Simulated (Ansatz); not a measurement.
CsPbI$_{3}$:
```
CELL_PARAMETERS angstrom
      6.39044     0.00000     0.00000
      0.00000     6.39044     0.00000
      0.00000     0.00000     6.39044
ATOMIC_POSITIONS crystal
  Cs 0.50000 0.50000 0.50000
  Pb 0.00000 0.00000 0.00000
  I  0.00000 0.00000 0.50000
  I  0.50000 0.00000 0.00000
  I  0.00000 0.50000 0.00000
```

Relaxed with PBE.

Problem. Give the Bader charges and basin volumes of the independent atoms, PBE in the plane-wave PAW code Ansatz.

Solution. 

| atom | Bader charge (e) | Bader volume (Å³) |
|---|---|---|
| Cs1 | +0.88 | 49.5 |
| Pb2 | +0.93 | 27.1 |
| I3 | -0.61 | 58.7 |

Space group Pm-3m (cubic perovskite). This is a known high-temperature phase of the composition, computed here at zero pressure and temperature. Symmetry was held in the PBE relaxation; phonons show weakly imaginary modes. Spin–orbit coupling is left out wherever it is not named.

Potentials: the later of the program's two PAW sets.
